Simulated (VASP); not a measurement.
# MgS (F-43m) in VASP: further runs

Runs on MgS. Level: LDA. Tasks: single point.

Everything below comes from runs of VASP 6.6.1. Logs are shortened: lines on timing, memory, paths and dates and some standing lists are left out, and cuts for length are marked.

## Step 1: Starting point

Symmetry: F-43m, No. 216, cubic system. Conventional cell: a = 5.666 Å, b = 5.666 Å, c = 5.666 Å, α = 90.00°, β = 90.00°, γ = 90.00°. S (site symmetry -43m) has 4 Mg at 2.45 Å as nearest neighbours. Mg (site symmetry -43m) has 4 S at 2.45 Å as nearest neighbours.

The cell comes from a database or a generator and needn't be the stable form of this composition.

## Step 2: Single point, LDA

The input, INCAR:

```
  ADDGRID = False
  ALGO = Normal
  EDIFF = 1E-6
  ENCUT = 300
  GGA = CA
  ISIF = 2
  ISMEAR = 0
  LASPH = True
  LCHARG = False
  LREAL = False
  LWAVE = False
  NELM = 100
  PREC = Accurate
  SIGMA = 0.05
```

The input, KPOINTS:

```
k-points
0
Gamma
  5 5 5
```

The input, POSCAR:

```
MgS
1.0
    0.0000000000      2.8331200468      2.8331200468
    2.8331200468      0.0000000000      2.8331200468
    2.8331200468      2.8331200468      0.0000000000
S Mg
1 1
Direct
    0.2500000000      0.2500000000      0.2500000000
    0.0000000000      0.0000000000      0.0000000000
```

Potentials or basis: VASP PAW LDA potentials, release 64 (S, Mg).

Started as:

```bash
$ cat potpaw_LDA.64/S/POTCAR potpaw_LDA.64/Mg/POTCAR > POTCAR
$ mpirun -np 1 vasp_std > vasp.out
```

OUTCAR:

```text
EDIFF = 1E-6
   ENCUT = 300
   GGA = CA
   ISIF = 2
   ISMEAR = 0
   LASPH = True
   LREAL = False
   NELM = 100
   PREC = Accurate

 Found     10 irreducible k-points:

 Following reciprocal coordinates:
            Coordinates               Weight
  0.000000  0.000000  0.000000      1.000000
  0.200000  0.000000  0.000000      8.000000
  0.400000  0.000000  0.000000      8.000000
  0.200000  0.200000  0.000000      6.000000
  0.400000  0.200000  0.000000     24.000000
 -0.400000  0.200000  0.000000     24.000000
   k-points           NKPTS =     10   k-points in BZ     NKDIM =     10   number of bands    NBANDS=      8
   number of dos      NEDOS =    301   number of ions     NIONS =      2
   total plane-waves  NPLWV =  13824
   dimension x,y,z NGX =    24 NGY =   24 NGZ =   24
   dimension x,y,z NGXF=    48 NGYF=   48 NGZF=   48
   ions per type =               1   1
   NGX,Y,Z   is equivalent  to a cutoff of   9.96,  9.96,  9.96 a.u.
   NGXF,Y,Z  is equivalent  to a cutoff of  19.92, 19.92, 19.92 a.u.
 SYSTEM =  unknown system
   PREC   = accura    normal or accurate (medium, high low for compatibility)
   ISTART =      0    job   : 0-new  1-cont  2-samecut
   ICHARG =      2    charge: 1-file 2-atom 10-const
   ISPIN  =      1    spin polarized calculation?
   LNONCOLLINEAR =      F non collinear calculations
   LSORBIT =      F    spin-orbit coupling
   LASPH  =      T    aspherical Exc in radial PAW
   ENCUT  =  300.0 eV  22.05 Ry    4.70 a.u.   5.66  5.66  5.66*2*pi/ulx,y,z
   NELM   =    100;   NELMIN=  2; NELMDL= -5     # of ELM steps
   EDIFF  = 0.1E-05   stopping-criterion for ELM
   LREAL  =      F    real-space projection
   EDIFFG = 0.1E-04   stopping-criterion for IOM
   NSW    =      0    number of steps for IOM
   IBRION =     -1    ionic relax: 0-MD 1-quasi-New 2-CG
   NFREE  =      0    steps in history (QN), initial steepest desc. (CG)
   ISIF   =      2    stress and relaxation
   ISYM   =      2    0-nonsym 1-usesym 2-fastsym
   POTIM  = 0.5000    time-step for ionic-motion
   TEBEG  =    0.0;   TEEND  =   0.0 temperature during run
   PSTRESS=    0.0 pullay stress
   NELECT =       8.0000    total number of electrons
   NUPDOWN=      -1.0000    fix difference up-down
   EMIN   =  10.00;   EMAX   =-10.00  energy-range for DOS
   EFERMI =   0.00;   METHOD = LEGACY
   ISMEAR =     0;   SIGMA  =   0.05  broadening in eV -4-tet -1-fermi 0-gaus
   EFERMI_NEDOS =   21; number of points for ismear=-14 and -15
   IALGO  =     38    algorithm
   IMIX   =      4    mixing-type and parameters
     AMIX     =   0.40;   BMIX     =  1.00
     AMIX_MAG =   1.60;   BMIX_MAG =  1.00
  volume/ion in A,a.u.               =      22.74       153.46
  Fermi-wavevector in a.u.,A,eV,Ry     =   0.917269  1.733386 11.447692  0.841382
  Thomas-Fermi vector in A             =   2.042218
   LORBIT       =      0    0 simple, 1 ext, 2 COOP (PROOUT), +10 PAW based schemes
   GGA     = CA    functional components
   LHFCALC =     F    Hartree Fock is set to
   AEXX    =    0.0000 exact exchange contribution
   IVDW    =     0    specifies the selected vdW correction
   LEPSILON=     F    determine dielectric tensor
   LRPA    =     F    only Hartree local field effects (RPA)
 non-spin polarized calculation
 Gauss-broadening in eV      SIGMA  =   0.05
  energy-cutoff  :      300.00
  volume of cell :       45.48
 maximum number of plane-waves:       547
   NGX = 11   NGY = 11   NGZ = 11

 number of electron       7.9999994 magnetization

 Free energy of the ion-electron system (eV)
  ---------------------------------------------------
  ext. energy  EPLUGINS =         0.00000000
  ---------------------------------------------------
  free energy    TOTEN  =        -9.37305593 eV

  energy without entropy =       -9.37305593  energy(sigma->0) =       -9.37305593

 E-fermi :   1.1548     XC(G=0):  -8.7519

 val. band max:        0.8831939782   @ k =   0.0000   0.0000   0.0000
 cond. band min:       4.0637561620   @ k =   0.0000   0.0000   0.0000
 fundamental gap:      3.1805621837
 Fermi energy:         1.1548105789

 k-point     1 :       0.0000    0.0000    0.0000
  band No.  band energies     occupation
      1     -10.3480      2.00000
      2       0.8832      2.00000
      3       0.8832      2.00000
      4       0.8832      2.00000
      5       4.0638      0.00000
      6       8.6479      0.00000
      7       8.6479      0.00000
      8       8.6479      0.00000

 k-point     2 :       0.2000    0.0000    0.0000
  band No.  band energies     occupation
      1     -10.1316      2.00000
      2      -0.5534      2.00000
      3       0.7582      2.00000
      4       0.7582      2.00000
      5       5.3353      0.00000
      6       8.3721      0.00000
      7       8.9234      0.00000
      8       8.9234      0.00000

 k-point     3 :       0.4000    0.0000    0.0000
  band No.  band energies     occupation
      1      -9.7275      2.00000
      2      -2.0916      2.00000
      3       0.5778      2.00000
      4       0.5778      2.00000
      5       5.7688      0.00000
      6       8.4533      0.00000
      7       8.4533      0.00000
      8       9.0962      0.00000

 k-point     4 :       0.2000    0.2000    0.0000
  band No.  band energies     occupation
      1     -10.0601      2.00000
      2      -0.5010      2.00000
      3       0.4665      2.00000
      4       0.4665      2.00000
      5       5.7127      0.00000
      6       7.5137      0.00000
      7       9.1974      0.00000
      8       9.6717      0.00000

 k-point     5 :       0.4000    0.2000    0.0000
  band No.  band energies     occupation
      1      -9.7122      2.00000
      2      -1.6132      2.00000
      3       0.0189      2.00000
      4       0.2506      2.00000
      5       6.0938      0.00000
      6       7.5909      0.00000
      7       8.5955      0.00000
      8       9.7652      0.00000

 k-point     6 :      -0.4000    0.2000    0.0000
  band No.  band energies     occupation
      1      -9.5596      2.00000
      2      -1.9869      2.00000
      3      -0.4306      2.00000
      4       0.3727      2.00000
      5       6.5106      0.00000
      6       7.4697      0.00000
      7       9.2489      0.00000
      8       9.5476      0.00000

 [... further k-points ...]

------------------------ aborting loop because EDIFF is reached ----------------------------------------

  FORCE on cell =-STRESS in cart. coord.  units (eV):
  Direction    XX          YY          ZZ          XY          YZ          ZX
  --------------------------------------------------------------------------------------
  -------------------------------------------------------------------------------------
  Total       -0.7463165     -0.7463165     -0.7463165      0.0000000      0.0000000     -0.0000000
  in kB      -26.2910965    -26.2910965    -26.2910965      0.0000000      0.0000000     -0.0000000
  external PRESSURE =     -26.2910965 kB  Pullay stress =       0.0000000 kB

 VOLUME and BASIS-vectors are now :
 -----------------------------------------------------------------------------
  energy-cutoff  :      300.00
  volume of cell :       45.48
      direct lattice vectors                 reciprocal lattice vectors
     0.000000000  2.833120047  2.833120047    -0.176483874  0.176483874  0.176483874
     2.833120047  0.000000000  2.833120047     0.176483874 -0.176483874  0.176483874
     2.833120047  2.833120047  0.000000000     0.176483874  0.176483874 -0.176483874

 POSITION                                       TOTAL-FORCE (eV/Angst)
 -----------------------------------------------------------------------------------
      1.41656      1.41656      1.41656         0.000000      0.000000      0.000000
      0.00000      0.00000      0.00000        -0.000000     -0.000000     -0.000000
 -----------------------------------------------------------------------------------
    total drift:                                0.000000      0.000000      0.000000

  FREE ENERGIE OF THE ION-ELECTRON SYSTEM (eV)
  ---------------------------------------------------
  free  energy   TOTEN  =        -9.3730559295 eV

  energy  without entropy=       -9.3730559295  energy(sigma->0) =       -9.37305593
```

Run time: 7.3 s. Hardware: 1 thread of Intel Xeon Platinum 8559C (Emerald Rapids), shared host; peak memory 0.11 GiB.

These settings aren't checked as converged: the numbers below hold their error.

What came out:

- Free energy: -9.3731 eV
- Pressure: -2.6 GPa
- Band gap on the k mesh: 3.18 eV, direct

Caveat: the cutoff is under 1.25 times the usual one of these potentials, so pressure, stress and relaxed cells hold a basis-set (Pulay) error.

## Step 3: Single point, LDA

INCAR is that of step 2.

KPOINTS is that of step 2.

The input, POSCAR:

```
MgS
1.0
    0.0000000000      2.8331200468      2.8331200468
    2.8331200468      0.0000000000      2.8331200468
    2.8331200468      2.8331200468      0.0000000000
S Mg
1 1
Direct
    0.2346630000      0.2748010000      0.2357280000
   -0.0216520000      0.0237760000     -0.0317750000
```

Potentials or basis: VASP PAW LDA potentials, release 64 (S, Mg).

Started as:

```bash
$ cat potpaw_LDA.64/S/POTCAR potpaw_LDA.64/Mg/POTCAR > POTCAR
$ mpirun -np 1 vasp_std > vasp.out
```

It used 7.4 s of CPU time on 1 thread of Intel(R) Xeon(R) Platinum 8559C (Emerald Rapids), on a shared host, which was overloaded at the time.

The run converged, but some of its settings lie outside the range that counts as converged, so its numbers aren't taken as properties of the crystal.

Results:

```
Free energy            : -9.3537 eV
Pressure               : -2.5 GPa
Largest force          : 0.430 eV/Å
Band gap on the k mesh : 3.06 eV, direct
```

Caveat: the cutoff is under 1.25 times the usual one of these potentials, so pressure, stress and relaxed cells hold a basis-set (Pulay) error.

## Step 4: Single point, LDA

INCAR: that of step 3 with these lines changed.

```diff
@@ -3,3 +3,3 @@
   EDIFF = 1E-6
-  ENCUT = 300
+  ENCUT = 400
   GGA = CA
```

KPOINTS is that of step 3.

The input, POSCAR:

```
MgS
1.0
    0.0000000000      2.8331200468      2.8331200468
    2.8331200468      0.0000000000      2.8331200468
    2.8331200468      2.8331200468      0.0000000000
S Mg
1 1
Direct
    0.2500000000      0.2500000000      0.2500000000
    0.0000000000      0.0000000000      0.0000000000
```

Potentials or basis: VASP PAW LDA potentials, release 64 (S, Mg).

Started as:

```bash
$ cat potpaw_LDA.64/S/POTCAR potpaw_LDA.64/Mg/POTCAR > POTCAR
$ mpirun -np 1 vasp_std > vasp.out
```

OUTCAR:

```text
EDIFF = 1E-6
   ENCUT = 400
   GGA = CA
   ISIF = 2
   ISMEAR = 0
   LASPH = True
   LREAL = False
   NELM = 100
   PREC = Accurate

 Found     10 irreducible k-points:

 Following reciprocal coordinates:
            Coordinates               Weight
  0.000000  0.000000  0.000000      1.000000
  0.200000  0.000000  0.000000      8.000000
  0.400000  0.000000  0.000000      8.000000
  0.200000  0.200000  0.000000      6.000000
  0.400000  0.200000  0.000000     24.000000
[... 143 lines left out ...]

------------------------ aborting loop because EDIFF is reached ----------------------------------------

  FORCE on cell =-STRESS in cart. coord.  units (eV):
  Direction    XX          YY          ZZ          XY          YZ          ZX
  --------------------------------------------------------------------------------------
  -------------------------------------------------------------------------------------
  Total       -0.7082226     -0.7082226     -0.7082226     -0.0000000     -0.0000000     -0.0000000
  in kB      -24.9491329    -24.9491329    -24.9491329     -0.0000000     -0.0000000     -0.0000000
  external PRESSURE =     -24.9491329 kB  Pullay stress =       0.0000000 kB

 VOLUME and BASIS-vectors are now :
 -----------------------------------------------------------------------------
  energy-cutoff  :      400.00
  volume of cell :       45.48
      direct lattice vectors                 reciprocal lattice vectors
     0.000000000  2.833120047  2.833120047    -0.176483874  0.176483874  0.176483874
     2.833120047  0.000000000  2.833120047     0.176483874 -0.176483874  0.176483874
     2.833120047  2.833120047  0.000000000     0.176483874  0.176483874 -0.176483874

 POSITION                                       TOTAL-FORCE (eV/Angst)
 -----------------------------------------------------------------------------------
      1.41656      1.41656      1.41656         0.000000      0.000000      0.000000
      0.00000      0.00000      0.00000        -0.000000     -0.000000     -0.000000
 -----------------------------------------------------------------------------------
    total drift:                                0.000000      0.000000      0.000000

  FREE ENERGIE OF THE ION-ELECTRON SYSTEM (eV)
  ---------------------------------------------------
  free  energy   TOTEN  =        -9.3747384029 eV

  energy  without entropy=       -9.3747384029  energy(sigma->0) =       -9.37473840
```

OSZICAR:

```text
N       E                     dE             d eps       ncg     rms          rms(c)
DAV:   1     0.216525159011E+02    0.21653E+02   -0.31382E+03   160   0.634E+02
DAV:   2    -0.882495447793E+01   -0.30477E+02   -0.28954E+02   224   0.104E+02
DAV:   3    -0.993082324970E+01   -0.11059E+01   -0.11059E+01   176   0.270E+01
DAV:   4    -0.993773700608E+01   -0.69138E-02   -0.69138E-02   280   0.253E+00
DAV:   5    -0.993774114962E+01   -0.41435E-05   -0.41435E-05   160   0.632E-02    0.401E+00
DAV:   6    -0.943175602268E+01    0.50599E+00   -0.14919E+00   160   0.564E+00    0.308E+00
DAV:   7    -0.937962689486E+01    0.52129E-01   -0.23355E-01   184   0.233E+00    0.219E+00
DAV:   8    -0.937513300737E+01    0.44939E-02   -0.10400E-02   176   0.843E-01    0.916E-01
DAV:   9    -0.937470208916E+01    0.43092E-03   -0.10607E-03   208   0.218E-01    0.339E-01
DAV:  10    -0.937473577864E+01   -0.33689E-04   -0.43265E-05   200   0.425E-02    0.999E-02
DAV:  11    -0.937473844544E+01   -0.26668E-05   -0.20623E-05   176   0.254E-02    0.400E-02
DAV:  12    -0.937473840290E+01    0.42542E-07   -0.72305E-07   120   0.521E-03
   1 F= -.93747384E+01 E0= -.93747384E+01  d E =-.197711E-15
```

It used 2.1 s of CPU time on 1 thread of Intel(R) Xeon(R) Platinum 8559C (Emerald Rapids), with other jobs on the host, which was overloaded at the time.

The run converged, but some of its settings lie outside the range that counts as converged, so its numbers aren't taken as properties of the crystal.

Results:

```
Free energy            : -9.3747 eV
Pressure               : -2.5 GPa
Band gap on the k mesh : 3.18 eV, direct
```

## Step 5: Single point, LDA

INCAR is that of step 4.

KPOINTS is that of step 4.

The input, POSCAR:

```
MgS
1.0
    0.0000000000      2.8331200468      2.8331200468
    2.8331200468      0.0000000000      2.8331200468
    2.8331200468      2.8331200468      0.0000000000
S Mg
1 1
Direct
    0.2346630000      0.2748010000      0.2357280000
   -0.0216520000      0.0237760000     -0.0317750000
```

Started as:

```bash
$ cat potpaw_LDA.64/S/POTCAR potpaw_LDA.64/Mg/POTCAR > POTCAR
$ mpirun -np 1 vasp_std > vasp.out
```

Wall time 18 s (1 thread of Intel Xeon Platinum 8559C (Emerald Rapids), shared host); peak memory 0.14 GiB.

The run converged, but some of its settings lie outside the range that counts as converged, so its numbers aren't taken as properties of the crystal.

What came out:

```
Free energy            : -9.3554 eV
Pressure               : -2.3 GPa
Largest force          : 0.429 eV/Å
Band gap on the k mesh : 3.06 eV, direct
```

## Step 6: For comparison

An earlier run on the cell as given: functional PBEsol; potentials or basis VASP PAW PBE potentials, release 64 (S, Mg); cutoff 520 eV; k mesh 8 × 8 × 8; occupations fermi-dirac, width 0.05 eV; no spin polarisation.

* Pressure: -0.5 GPa
* Band gap on the k mesh: 3.29 eV, direct
